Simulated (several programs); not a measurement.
**What each method gives for MoSe2 (2H-MoS2 type)**

Measured values to be reproduced:
- band gap: 1.16 eV (indirect gap from Tauc analysis of absorbance; 300 K; “Raman Scattering with infrared excitation resonant with MoSe2 indirect band gap”; Tauc extrapolation of absorbance; indirect phonon-assisted edge, differs from the PL value (1.137 eV); 2022; arxiv:2208.02505)
- bulk modulus: 45.7 GPa (isothermal bulk modulus, third-order Birch-Murnaghan; “Mn-Intercalated MoSe2 under pressure: electronic structure and vibrational characterization of a dilute magnetic semiconductor”; literature value from a third-order Birch-Murnaghan fit to high-pressure diffraction data; 2019; arxiv:1906.09923)
- volume: 20.13 Å³ an atom (from the lattice constants; a; “Mn-Intercalated MoSe2 under pressure: electronic structure and vibrational characterization of a dilute magnetic semiconductor”; 2019; arxiv:1906.09923)

MoSe2 in the 2H-MoS2 structure, relaxed with r2SCAN+rVV10 in Ansatz, was computed with several methods. It is hexagonal, P6_3/mmc (No. 194); conventional cell a = 3.305 Å, c = 13.088 Å, 20.64 Å³ an atom. Mo is surrounded by 6 Se at 2.53 Å; Se is surrounded by 3 Mo at 2.53 Å. No spin polarisation and no zero-point or thermal motion.

```cif
data_structure
_symmetry_space_group_name_H-M 'P6_3/mmc'
_symmetry_Int_Tables_number 194
_cell_length_a 3.3054
_cell_length_b 3.3054
_cell_length_c 13.0878
_cell_angle_alpha 90.000
_cell_angle_beta 90.000
_cell_angle_gamma 120.000
_cell_volume 123.84
loop_
_atom_site_label
_atom_site_type_symbol
_atom_site_symmetry_multiplicity
_atom_site_Wyckoff_symbol
_atom_site_fract_x
_atom_site_fract_y
_atom_site_fract_z
_atom_site_occupancy
Mo1 Mo 2 c 0.33333 0.66667 0.25000 1
Se1 Se 4 f 0.66667 0.33333 0.37663 1
```

Gaps and times are for a single point on this cell; volume and bulk modulus come from each method's own relaxation or energy curve at fixed shape, which is too stiff where a cell has free coordinates or axes. Times are rough, from shared hosts (AMD EPYC 7R13 Processor; Arm Neoverse N1; Intel Xeon Platinum 8488C), and each method has its own mesh and cell size. A double dagger marks a value from a curve with shape and coordinates held. PM7 (MOPAC), GFN1-xTB (tblite), GFN2-xTB (tblite) treat a cluster of cells at its zone centre, which samples few k points: where these miss a band edge, the gap comes out too large for that reason alone. Gaps from k meshes are read at a limited set of points (mesh, symmetry points, PBE's band edges), so each method's own least gap may be somewhat smaller. xTB and the PM methods were fitted mostly to molecules, and can miss a solid's gap by electronvolts. Minimal bases can be far off for gaps. Times of the plane-wave ladder aren't listed, since it ran on unlike processors and cards. Curves at held shape can't give the bulk modulus of a layered or molecular crystal, so none is listed. d marks a direct gap, i an indirect one (no mark: not told apart), a dash a value that wasn't computed or didn't pass its checks.

```tsv
method	kind	gap (eV)	own volume (Å³/atom)	bulk modulus (GPa)	atoms computed	processor time
PBE-D3(BJ)	semilocal	–	19.74	–	6	–
r2SCAN+rVV10	semilocal	–	20.64	–	6	–
PBE-D4	semilocal	–	19.89	–	6	–
GFN1-xTB (tblite)	tight binding	1.33	21.96‡	–	cluster	6.2 s
light PBE (260 eV and a coarse mesh)	light plane-wave	0.90 i	–	–	6	6.6 s
LDA	semilocal	0.83 i	–	–	6	–
GFN2-xTB (tblite)	tight binding	1.22	–	–	cluster	10 s
PBE	semilocal	0.89 i	–	–	6	–
PBE/SZV (CP2K)	small basis	0.70 i	–	–	6	31 s
PBE0	hybrid	2.05 i	–	–	6	–
r2SCAN	semilocal	1.00 i	–	–	6	–
PM7 (MOPAC)	semi-empirical	3.21	–	–	cluster	65 s
PBE+SOC	semilocal	0.88 i	–	–	6	–
PBE/DZVP (CP2K)	small basis	0.90 i	21.25‡	–	6	110 s
LC-ωPBE	hybrid	5.37 i	–	–	6	–
HSE06	hybrid	1.39 i	–	–	6	–
DDH-PBE0	hybrid	1.22 i	–	–	6	–
```

Against HSE06 (1.39 eV) and with closed or daggered gaps left aside, the nearest gap at the points sampled is that of GFN1-xTB (tblite) (-0.06 eV) and the farthest that of LC-ωPBE (+3.98 eV). HSE06 is only a yardstick of convenience, and nearness to it can be luck.

Runs without a result: GLLB-SC (GPAW) (single point).

Comparison with experiment:
- Band gap, measured 1.16 eV: GFN1-xTB (tblite) +0.17 eV, light PBE (260 eV and a coarse mesh) -0.26 eV, LDA -0.33 eV, GFN2-xTB (tblite) +0.06 eV, PBE -0.27 eV, PBE/SZV (CP2K) -0.46 eV, PBE0 +0.89 eV, r2SCAN -0.16 eV, PM7 (MOPAC) +2.05 eV, PBE+SOC -0.28 eV, PBE/DZVP (CP2K) -0.26 eV, LC-ωPBE +4.21 eV, HSE06 +0.23 eV, DDH-PBE0 +0.06 eV.
- Volume, measured 20.13 Å³ an atom: PBE-D3(BJ) -1.9 %, r2SCAN+rVV10 +2.6 %, PBE-D4 -1.2 %.
The calculations are for a static lattice; samples hold vibrations, temperature and, in optical gaps, excitons. A measured value is shown where most reports agree with it, and only for the quantities listed.

Only the rows marked +SOC include spin-orbit coupling.
